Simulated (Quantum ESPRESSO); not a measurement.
## Optical response of CaSe

Wanted: where CaSe starts to absorb, how strongly, and its refractive index. The cell comes from an older database entry, whose edges can differ from later determinations, mostly by under a per cent.

Method: DFT, PBE, plane waves with norm-conserving potentials (PseudoDojo), scalar-relativistic, independent-particle optical response without local fields and without the non-local commutator, in Quantum ESPRESSO 7.5.

This account leaves out most program logs.

The database entry behind the starting cell differs from later determinations by our own check (0.1 to 0.3 % short, probably kX units), so it need not match the best structure at ambient conditions.

## Step 1: The starting structure

Symmetry: Fm-3m, No. 225, cubic system. Conventional cell: a = 5.912 Å, b = 5.912 Å, c = 5.912 Å, α = 90.00°, β = 90.00°, γ = 90.00°. Se has 6 Ca at 2.96 Å nearest. Ca has 6 Se at 2.96 Å nearest. Farther neighbours and most contacts between anions are not listed.

Coordinates:

```cif
data_structure
_symmetry_space_group_name_H-M 'Fm-3m'
_symmetry_Int_Tables_number 225
_cell_length_a 5.9120
_cell_length_b 5.9120
_cell_length_c 5.9120
_cell_angle_alpha 90.000
_cell_angle_beta 90.000
_cell_angle_gamma 90.000
_cell_volume 206.63
loop_
_atom_site_label
_atom_site_type_symbol
_atom_site_symmetry_multiplicity
_atom_site_Wyckoff_symbol
_atom_site_fract_x
_atom_site_fract_y
_atom_site_fract_z
_atom_site_occupancy
Se1 Se 4 b 0.50000 0.00000 0.00000 1
Ca1 Ca 4 a 0.00000 0.00000 0.00000 1
```

## Step 2: Ground state

The self-consistent density comes first; it also tells whether there is a gap, which decides the occupations and the need for a Drude term.

This step: DFT, PBE, plane waves with norm-conserving potentials (PseudoDojo), scalar-relativistic, ground state (Quantum ESPRESSO 7.5).

Input file scf.in:

```
&control
  calculation = 'scf'
  prefix = 'x'
  outdir = './tmp'
  pseudo_dir = './'
  verbosity = 'high'
/
&system
  ibrav = 0
  nat = 2
  ntyp = 2
  ecutwfc = 70
  occupations = 'smearing'
  smearing = 'fd'
  degauss = 0.003675
  nbnd = 17
/
&electrons
  conv_thr = 1e-09
  electron_maxstep = 100
/
ATOMIC_SPECIES
  Se 1.0 Se.upf
  Ca 1.0 Ca.upf
CELL_PARAMETERS angstrom
  0.000000000000 2.956000000000 2.956000000000
  2.956000000000 0.000000000000 2.956000000000
  2.956000000000 2.956000000000 0.000000000000
ATOMIC_POSITIONS crystal
  Se 0.500000000000 0.500000000000 0.500000000000
  Ca 0.000000000000 0.000000000000 0.000000000000
K_POINTS automatic
  7 7 7 0 0 0
```

Launch:

```bash
mpirun -n 4 pw.x -nk 4 -in scf.in
```

Wall time 5.8 s (4 MPI ranks of Arm Neoverse V2, shared host); peak memory 0.07 GiB; 23 s of CPU time.

Numbers from this step:

```
total energy           : -320.2 Ry
gap on the k-mesh      : 2.092 eV
direct gap on the mesh : 3.001 eV
```

There is a gap, 2.09 eV on this mesh (points off the mesh can give less), so no carriers' term is needed.

## Step 3: Ground state with the final occupations

With the gap or the metal settled, the ground state is repeated with the fitting occupations, and the later steps take its density.

scf.in: that of step 2 with these lines changed.

```diff
@@ -12,6 +12,3 @@
   ecutwfc = 70
-  occupations = 'smearing'
-  smearing = 'fd'
-  degauss = 0.003675
-  nbnd = 17
+  occupations = 'fixed'
 /
```

Launch:

```bash
mpirun -n 4 pw.x -nk 4 -in scf.in
```

Wall time 4.2 s (4 MPI ranks); peak memory 0.07 GiB.

## Step 4: Bands on the whole mesh, 10×10×10

At the fixed density, many empty bands are solved on the mesh of the response, since the spectrum sums over them.

This step: DFT, PBE, plane waves with norm-conserving potentials (PseudoDojo), scalar-relativistic, bands at fixed density (Quantum ESPRESSO 7.5).

nscf.in, as its differences from scf.in of step 3:

```diff
@@ -1,3 +1,3 @@
 &control
-  calculation = 'scf'
+  calculation = 'nscf'
   prefix = 'x'
@@ -5,3 +5,2 @@
   pseudo_dir = './'
-  verbosity = 'high'
 /
@@ -13,2 +12,5 @@
   occupations = 'fixed'
+  nbnd = 35
+  nosym = .true.
+  noinv = .true.
 /
@@ -17,2 +19,3 @@
   electron_maxstep = 100
+  diago_full_acc = .true.
 /
@@ -29,2 +32,2 @@
 K_POINTS automatic
-  7 7 7 0 0 0
+  10 10 10 0 0 0
```

Launch:

```bash
mpirun -n 4 pw.x -nk 4 -in nscf.in
```

It took 7.3 min on 4 MPI ranks; peak memory 0.06 GiB.

## Step 5: Dielectric function

The spectrum is a sum over vertical transitions between filled and empty bands at the fixed density, so many empty bands are needed.

This step: DFT, PBE, plane waves with norm-conserving potentials (PseudoDojo), scalar-relativistic, independent-particle optical response without local fields and without the non-local commutator (Quantum ESPRESSO 7.5).

Input file epsilon.in:

```
&inputpp
  prefix = 'x'
  outdir = './tmp'
  calculation = 'eps'
/
&energy_grid
  smeartype = 'gauss'
  intersmear = 0.2
  wmin = 0.0
  wmax = 22
  nw = 500
/
```

Launch:

```bash
mpirun -n 4 epsilon.x -nk 4 -in epsilon.in
```

It took 2 s on 4 MPI ranks; peak memory 0.05 GiB.

This step gave:

* electronic dielectric constant ε∞, mean over x, y and z (by symmetry where fewer were run): 6.019
* main peak of Im epsilon, first axis: 6.271 eV
* centre of weight of the strongest loss peak in the window: 14.24 eV

Some rows of epsi_x.dat:

```text
# energy grid [eV]     epsi_x  epsi_y  epsi_z
#
    0.176352705    0.006247691    0.006247691    0.006247691
    1.234468938    0.051711597    0.051711597    0.051711597
    2.292585170    0.174073265    0.174073264    0.174073265
    3.350701403    3.434704219    3.434704217    3.434704219
    4.408817635    6.707550549    6.707550549    6.707550550
    5.466933868    8.887054603    8.887054600    8.887054603
    6.525050100    7.320287444    7.320287443    7.320287445
    7.583166333    5.375120492    5.375120490    5.375120493
    8.641282565    2.783425026    2.783425023    2.783425027
    9.699398798    1.690695340    1.690695336    1.690695341
   10.757515030    2.036975140    2.036975135    2.036975141
   11.815631263    1.222015107    1.222015102    1.222015108
   12.873747495    0.694141801    0.694141795    0.694141802
   13.931863727    0.669815450    0.669815443    0.669815452
   14.989979960    0.532827934    0.532827925    0.532827935
   16.048096192    0.367258623    0.367258613    0.367258625
   17.106212425    0.451667123    0.451667110    0.451667125
   18.164328657    0.188435332    0.188435316    0.188435334
   19.222444890    0.146295749    0.146295730    0.146295751
   20.280561122    0.115842479    0.115842454    0.115842481
   21.338677355    0.093346819    0.093346786    0.093346821
```

The Im ε, any direction has structure finer than the step of the table below, so its rows give means over 0.5 eV, whole bins alone (the curve runs from 0 to 22 eV). Peaks (eV: height): 4.59: 8.10, 5.16: 8.40, 5.47: 8.89, 6.26: 9.18, 6.97: 8.07, 11.51: 2.47.

Values under the direct gap are tails of Lorentzian lines. The Im ε, any direction by photon energy; means over each step:

| photon energy (eV) | Im ε, any direction |
| --- | --- |
| 0.5 | 0.0182 |
| 1.0 | 0.0397 |
| 1.5 | 0.0697 |
| 2.0 | 0.122 |
| 2.5 | 0.265 |
| 3.0 | 1.43 |
| 3.5 | 3.98 |
| 4.0 | 5.91 |
| 4.5 | 7.15 |
| 5.0 | 7.15 |
| 5.5 | 7.92 |
| 6.0 | 7.98 |
| 6.5 | 7.81 |
| 7.0 | 7.30 |
| 7.5 | 6.01 |
| 8.0 | 3.83 |
| 8.5 | 3.31 |
| 9.0 | 1.79 |
| 9.5 | 1.47 |
| 10.0 | 1.71 |
| 10.5 | 1.87 |
| 11.0 | 2.06 |
| 11.5 | 2.20 |
| 12.0 | 1.12 |
| 12.5 | 0.848 |
| 13.0 | 0.715 |
| 13.5 | 0.683 |
| 14.0 | 0.699 |
| 14.5 | 0.507 |
| 15.0 | 0.519 |
| 15.5 | 0.513 |
| 16.0 | 0.380 |
| 16.5 | 0.465 |
| 17.0 | 0.484 |
| 17.5 | 0.273 |
| 18.0 | 0.222 |
| 18.5 | 0.202 |
| 19.0 | 0.163 |
| 19.5 | 0.114 |
| 20.0 | 0.111 |
| 20.5 | 0.126 |
| 21.0 | 0.114 |
| 21.5 | 0.0960 |

Re ε, any direction against photon energy:

| photon energy (eV) | Re ε, any direction |
| --- | --- |
| 0 | 6.02 |
| 1 | 6.21 |
| 2 | 6.92 |
| 3 | 9.35 |
| 4 | 7.48 |
| 5 | 6.08 |
| 6 | 2.32 |
| 7 | -0.342 |
| 8 | -1.88 |
| 9 | -2.11 |
| 10 | -0.219 |
| 11 | -0.0277 |
| 12 | -0.708 |
| 13 | -0.0510 |
| 14 | 0.257 |
| 15 | 0.412 |
| 16 | 0.476 |
| 17 | 0.489 |
| 18 | 0.647 |
| 19 | 0.843 |
| 20 | 1.08 |
| 21 | 1.25 |
| 22 | 1.54 |

The refractive index n and extinction k by photon energy:

| photon energy (eV) | n | k |
| --- | --- | --- |
| 0.0 | 2.45 | 0 |
| 0.5 | 2.46 | 0.00368 |
| 1.0 | 2.49 | 0.00791 |
| 1.5 | 2.54 | 0.0135 |
| 2.0 | 2.63 | 0.0227 |
| 2.5 | 2.79 | 0.0439 |
| 3.0 | 3.07 | 0.253 |
| 3.5 | 3.12 | 0.600 |
| 4.0 | 2.92 | 1.03 |
| 4.5 | 3.01 | 1.29 |
| 5.0 | 2.75 | 1.22 |
| 5.5 | 2.61 | 1.68 |
| 6.0 | 2.27 | 1.68 |
| 6.5 | 2.05 | 1.76 |
| 7.0 | 1.94 | 2.02 |
| 7.5 | 1.43 | 2.17 |
| 8.0 | 1.07 | 1.73 |
| 8.5 | 0.964 | 1.69 |
| 9.0 | 0.535 | 1.55 |
| 9.5 | 0.713 | 0.971 |
| 10.0 | 0.855 | 0.975 |
| 10.5 | 1.06 | 1.04 |
| 11.0 | 0.994 | 1.01 |
| 11.5 | 0.960 | 1.29 |
| 12.0 | 0.555 | 1.01 |
| 12.5 | 0.483 | 0.826 |
| 13.0 | 0.543 | 0.589 |
| 13.5 | 0.564 | 0.566 |
| 14.0 | 0.717 | 0.506 |
| 14.5 | 0.585 | 0.420 |
| 15.0 | 0.739 | 0.365 |
| 15.5 | 0.695 | 0.371 |
| 16.0 | 0.734 | 0.250 |
| 16.5 | 0.827 | 0.258 |
| 17.0 | 0.775 | 0.335 |
| 17.5 | 0.773 | 0.161 |
| 18.0 | 0.817 | 0.143 |
| 18.5 | 0.899 | 0.117 |
| 19.0 | 0.922 | 0.0817 |
| 19.5 | 0.972 | 0.0579 |
| 20.0 | 1.04 | 0.0527 |
| 20.5 | 1.08 | 0.0603 |
| 21.0 | 1.12 | 0.0536 |
| 21.5 | 1.18 | 0.0415 |
| 22.0 | 1.24 | 0.0363 |

The loss function −Im 1/ε at q → 0, any direction has structure finer than the step of the table below, so its rows give means over 0.5 eV, whole bins alone (the curve runs from 0 to 22 eV). Peaks (eV: height): 9.57: 0.696, 13.01: 1.56, 13.80: 1.68, 14.42: 1.98, 15.70: 1.41, 17.15: 1.17.

Values under the direct gap are tails of Lorentzian lines. Table of loss function −Im 1/ε at q → 0, any direction by energy loss; means over each step:

| energy loss (eV) | loss function −Im 1/ε at q → 0, any direction |
| --- | --- |
| 0.5 | 4.9e-4 |
| 1.0 | 0.00103 |
| 1.5 | 0.00165 |
| 2.0 | 0.00251 |
| 2.5 | 0.00425 |
| 3.0 | 0.0153 |
| 3.5 | 0.0365 |
| 4.0 | 0.0606 |
| 4.5 | 0.0726 |
| 5.0 | 0.0878 |
| 5.5 | 0.0975 |
| 6.0 | 0.113 |
| 6.5 | 0.127 |
| 7.0 | 0.136 |
| 7.5 | 0.145 |
| 8.0 | 0.212 |
| 8.5 | 0.221 |
| 9.0 | 0.299 |
| 9.5 | 0.629 |
| 10.0 | 0.579 |
| 10.5 | 0.534 |
| 11.0 | 0.485 |
| 11.5 | 0.389 |
| 12.0 | 0.623 |
| 12.5 | 0.948 |
| 13.0 | 1.36 |
| 13.5 | 1.47 |
| 14.0 | 1.35 |
| 14.5 | 1.76 |
| 15.0 | 1.25 |
| 15.5 | 1.31 |
| 16.0 | 1.02 |
| 16.5 | 0.787 |
| 17.0 | 1.04 |
| 17.5 | 0.724 |
| 18.0 | 0.460 |
| 18.5 | 0.308 |
| 19.0 | 0.226 |
| 19.5 | 0.127 |
| 20.0 | 0.0954 |
| 20.5 | 0.0917 |
| 21.0 | 0.0722 |
| 21.5 | 0.0505 |

The reflectivity at normal incidence, any direction has structure finer than the step of the table below, so its rows give means over 0.5 eV, whole bins alone (the curve runs from 0 to 22 eV). Peaks (eV: height): 7.76: 46.7, 9.04: 55.3, 11.73: 42.8, 14.33: 19.2.

The reflectivity at normal incidence, any direction by photon energy; means over each step:

| photon energy (eV) | reflectivity at normal incidence, any direction (%) |
| --- | --- |
| 0.5 | 17.9 |
| 1.0 | 18.3 |
| 1.5 | 19.0 |
| 2.0 | 20.2 |
| 2.5 | 22.4 |
| 3.0 | 26.1 |
| 3.5 | 28.7 |
| 4.0 | 29.2 |
| 4.5 | 30.9 |
| 5.0 | 30.1 |
| 5.5 | 32.1 |
| 6.0 | 33.3 |
| 6.5 | 36.2 |
| 7.0 | 37.3 |
| 7.5 | 44.5 |
| 8.0 | 41.2 |
| 8.5 | 43.3 |
| 9.0 | 49.5 |
| 9.5 | 25.3 |
| 10.0 | 21.6 |
| 10.5 | 18.0 |
| 11.0 | 20.4 |
| 11.5 | 31.4 |
| 12.0 | 36.7 |
| 12.5 | 31.6 |
| 13.0 | 21.3 |
| 13.5 | 18.1 |
| 14.0 | 12.6 |
| 14.5 | 13.9 |
| 15.0 | 6.85 |
| 15.5 | 7.42 |
| 16.0 | 4.43 |
| 16.5 | 3.15 |
| 17.0 | 4.93 |
| 17.5 | 2.83 |
| 18.0 | 1.50 |
| 18.5 | 0.682 |
| 19.0 | 0.401 |
| 19.5 | 0.118 |
| 20.0 | 0.106 |
| 20.5 | 0.231 |
| 21.0 | 0.383 |
| 21.5 | 0.681 |

Optical constants at common wavelengths, from n + ik = √ε:

| wavelength (nm) | n | k | R (%) | 1/α |
| --- | --- | --- | --- | --- |
| 1064 | 2.51 | 0.010 | 18.4 | 8.9 µm |
| 800 | 2.55 | 0.014 | 19.1 | 4.5 µm |
| 633 | 2.62 | 0.022 | 20.1 | 2.3 µm |
| 450 | 2.93 | 0.080 | 24.1 | 446 nm |
| 405 | 3.07 | 0.270 | 26.2 | 119 nm |
| 308 | 2.90 | 1.015 | 28.6 | 24 nm |
| 248 | 2.75 | 1.216 | 29.2 | 16 nm |

Below the direct gap, k and the depth come from the tails of the Lorentzian lines, not from transitions.

Rows near the edge hang on the gap, which this functional as a rule makes too small, and phonon-assisted absorption is left out.

## Step 6: Summary of results

```
electronic dielectric constant ε∞, mean over x, y and z (by symmetry where fewer were run) (independent particles) : 6.02
main peak of Im epsilon, first axis                                                                                : 6.27 eV
centre of weight of the strongest loss peak in the window, first axis                                              : 14.2 eV
```

In words: At this level (PBE, independent particles) CaSe has ε∞ = 6.02 and n = 2.48 at 1550 nm, and Im ε peaks at 6.3 eV. Distinct maxima of Im ε, read by a parabola through the highest points, lie at 5.14 eV (8.4), 5.48 eV (8.9), 5.77 eV (8.4) and 6.27 eV (9.2). Excitons and phonon-assisted transitions are missing, and so are local fields; PBE gaps are as a rule too small, which pulls the onset down and ε∞ up. epsilon.x leaves out the commutator of the non-local potential, so its intensities are off, as a rule too high. The sum runs over mesh points, so small or evenly spaced maxima can still be ripples of the mesh.

[Machine, clock, banner and «Message from routine» lines are left out of the logs.]

[Logs are printed without paths, hosts, clocks, repeated set-up lines and the standing remarks that a program may print on its own settings, such as how far it seeks lower states.]

[Hosts, paths, dates, database ids (printed as entryN), source tags and the programs' standing remarks are cut or masked in the printed files.]
